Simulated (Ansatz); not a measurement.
Crystal: Sn.

```
CELL_PARAMETERS angstrom
-1.72654 1.77555 2.33834
1.72654 -1.77555 2.33834
1.72654 1.77555 -2.33834
ATOMIC_POSITIONS crystal
Sn 0.00000 0.00000 0.00000
```

This isn't the form of Sn at room conditions, which is tetragonal (white tin).

* Program: Ansatz 0.2.0
* Task: relaxation of cell and atoms
* Functional: PBEsol
* Dispersion: D4
* Potentials or basis: Ansatz PAW
* Cutoff: 420 eV (not typed: the program's choice for these potentials)
* k mesh: 11 × 11 × 11
* Occupations: fermi-dirac, width 0.05 eV
* Spin: no spin polarisation

At the start: volume 28.67 Å³/atom.

Task: Where does the relaxation end?

Result: It ends after 6 steps and the volume is 25.87 Å³/atom (-9.8 %); space group I4/mmm (No. 139, to 0.05 Å).

The path:
```csv
step,energy change (eV),largest force (eV/Å),volume (Å³)
1,0.0000,0.0000,28.67
2,-0.0496,0.0000,25.65
3,-0.0503,0.0000,25.88
4,-0.0503,0.0000,25.87
5,-0.0504,0.0000,25.87
6,-0.0499,0.0000,25.87
```

Final structure:
```
Sn
1.0
    -1.68294    1.68292    2.28316
     1.68294   -1.68292    2.28316
     1.68294    1.68292   -2.28316
Sn
1
Direct
  0.00000 0.00000 0.00000
```

Caveat: the plane-wave basis is chosen anew once the cell has moved, so the energies of steps on either side of that aren't comparable; pairwise dispersion overbinds metals, which lowers pressure and volume; the PAW data sets come from PBE, with cores solved anew for the run's functional, which leaves a small shift of forces and pressure.
